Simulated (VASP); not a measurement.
**SnO2 (Cassiterite): Born charges and dielectric tensor with PBE**

SnO2 (Cassiterite):

```
CELL_PARAMETERS angstrom
4.73800 0.00000 0.00000
0.00000 4.73800 0.00000
0.00000 0.00000 3.18650
ATOMIC_POSITIONS crystal
Sn 0.50000 0.50000 0.50000
Sn 0.00000 0.00000 0.00000
O 0.80710 0.19290 0.50000
O 0.69290 0.69290 0.00000
O 0.19290 0.80710 0.50000
O 0.30710 0.30710 0.00000
```

```yaml
Program: VASP 6.6.1
Task: Born charges and dielectric tensor
Functional: PBE
Potentials_or_basis: VASP PAW PBE potentials, release 64 (Sn_d, O)
Cutoff: 520 eV
k_mesh: 6 × 6 × 8
Occupations: gaussian, width 0.02 eV
Spin: no spin polarisation
Ladder: gaps
Further_INCAR_settings: ALGO = Fast; EDIFF = 1e-08
```

- Band gap on the k mesh: 1.27 eV, direct
- Electronic dielectric tensor (diagonal): 4.27, 4.27, 4.56
- Born charges (mean of the diagonal): Sn +4.21; O -2.11 e

Levels at points of the mesh, in eV from the valence-band top:
```csv
k point,band 23,band 24,band 25,band 26,band 27,band 28,band 29,band 30
"(0.00, 0.00, 0.00)",-1.23,-0.78,-0.78,0.00,1.27,6.15,6.35,6.35
"(0.50, 0.00, 0.00)",-1.19,-1.19,-0.64,-0.64,4.44,4.44,7.09,7.09
"(0.50, 0.50, 0.00)",-1.31,-1.31,-0.90,-0.90,4.84,4.84,7.53,7.53
"(0.00, 0.00, 0.50)",-1.66,-1.66,-1.26,-1.26,6.23,6.23,9.78,9.78
"(0.50, 0.00, 0.50)",-1.10,-1.10,-0.70,-0.70,6.51,6.51,8.07,8.07
"(0.50, 0.50, 0.50)",-0.97,-0.97,-0.84,-0.84,4.92,4.92,8.88,8.88
```

Electronic dielectric tensor:
```
4.27 0.00 0.00
0.00 4.27 0.00
0.00 0.00 4.56
```

Born effective charge tensors (e):
atom 1, Sn
```
 4.08 -0.45  0.00
-0.45  4.08  0.00
 0.00  0.00  4.47
```
atom 2, Sn
```
4.08 0.45 0.00
0.45 4.08 0.00
0.00 0.00 4.47
```
atom 3, O
```
-2.04  0.69  0.00
 0.69 -2.04  0.00
 0.00  0.00 -2.23
```
atom 4, O
```
-2.04 -0.69  0.00
-0.69 -2.04  0.00
 0.00  0.00 -2.23
```
atom 5, O
```
-2.04  0.69  0.00
 0.69 -2.04  0.00
 0.00  0.00 -2.23
```
atom 6, O
```
-2.04 -0.69  0.00
-0.69 -2.04  0.00
 0.00  0.00 -2.23
```

Run time: 3.1 min on 4 MPI ranks on Intel(R) Xeon(R) Platinum 8488C (Sapphire Rapids) (shared host), peak memory 0.5 GiB a rank.

Caveat: spin-orbit coupling is left out, which moves the levels of the heavy elements. As with any semilocal functional, this PBE gap is likely too small.
